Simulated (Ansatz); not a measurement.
# Piezoelectric tensor of La$_{3}$YO$_{6}$

Theory: DFT PBE, scalar-relativistic, plane waves, PAW (Ansatz). Plane waves to 420 eV; Γ-centred k mesh 6×6×2; fixed occupations. No spin polarisation.

Relaxed structure:
```yaml
crystal:
  lattice:
    - [3.87958, 0.00000, 0.00000]
    - [-1.93979, 3.35981, 0.00000]
    - [0.00000, 0.00000, 12.22697]
  atoms:
    - { symbol: La, position: [0.66667, 0.33333, 0.87252] }
    - { symbol: La, position: [0.33333, 0.66667, 0.12772] }
    - { symbol: La, position: [0.33333, 0.66667, 0.61163] }
    - { symbol: Y, position: [0.66667, 0.33333, 0.37138] }
    - { symbol: O, position: [0.66667, 0.33333, 0.18875] }
    - { symbol: O, position: [0.66667, 0.33333, 0.67274] }
    - { symbol: O, position: [0.33333, 0.66667, 0.33289] }
    - { symbol: O, position: [0.33333, 0.66667, 0.82113] }
    - { symbol: O, position: [0.00000, 0.00000, 0.00759] }
    - { symbol: O, position: [0.00000, 0.00000, 0.49367] }
```

The cell was found from a structure generator's guess, not taken from experiment.

(1) Give the relaxed-ion proper piezoelectric stress tensor e_iJ (C/m², Voigt columns xx yy zz yz xz xy).

(2) With the elastic constants (GPa, Voigt order)
C11 = 197.2, C12 = 126.1, C13 = 79.4, C14 = 37.0, C22 = 197.2, C23 = 79.4, C24 = -37.0, C33 = 135.0, C44 = 58.6, C55 = 58.6, C56 = 37.0, C66 = 35.5 GPa; the others vanish.
find the strain coefficients d = e·C⁻¹ (pC/N).

## Answers

(1)
```
x    0.000  0.000  0.000  0.000 -0.417  0.425
y    0.425 -0.425  0.000 -0.417  0.000  0.000
z   -0.437 -0.437 -0.465  0.000  0.000  0.000
```
Signs follow the orientation of the cell as given.

(2)
```
x     0.0   0.0   0.0   0.0 -42.8  56.5
y    28.2 -28.2   0.0 -42.8   0.0   0.0
z    -0.7  -0.7  -2.6   0.0   0.0   0.0
```
